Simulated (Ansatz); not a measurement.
**Sn₃O₄ (Pmmm) under several functionals**

Plane-wave DFT in Ansatz with scalar-relativistic PAW potentials. The same structure was relaxed (cell and atoms, symmetry kept) in separate runs at each level. Whether it is the stable form of this composition wasn't checked. No spin polarisation.

| level | cutoff (eV) | k mesh | V (Å³/atom) | a (Å) | b (Å) | c (Å) | B0 (GPa) |
| --- | --- | --- | --- | --- | --- | --- | --- |
| LDA | 420 | 6×6×6 | 17.160 | 2.989 | 5.721 | 7.024 | – |
| PBE+D3(BJ) | 420 | 6×6×6 | 17.951 | 3.035 | 5.808 | 7.128 | – |
| PBE | 420 | 6×6×6 | 18.325 | 3.049 | 5.845 | 7.196 | 79 |

Task: Where does PBEsol (420 eV, k mesh 6×6×6) fall?

Result: V (Å³/atom) 17.639, a (Å) 3.013, b (Å) 5.774, c (Å) 7.097, B0 (GPa) 89. Its volume is between those of LDA and PBE+D3(BJ). The usual order of volumes, LDA < PBEsol < PBE, holds here (17.160, 17.639, 18.325 Å³/atom). As a rule LDA overbinds; PBEsol, built on the gradient expansion of slowly varying densities, lies between LDA and PBE; PBE's stronger gradient term for exchange weakens bonds. Adding D3 to PBE changes the volume by -2.0 %; the term is attractive, so it pulls cells in. In metals the pairwise form ignores screening by the conduction electrons, so it can pull in too far. B0 goes from 88.9 to 79.1 GPa as the volume grows by 3.9 %; on one curve with B' = 5.1 the volume alone, B ∝ V^(−B'), would give 73.3 GPa, and the rest of the difference is the functional's own stiffness. No level opens a gap on the mesh; semilocal functionals can close the gap of such a compound.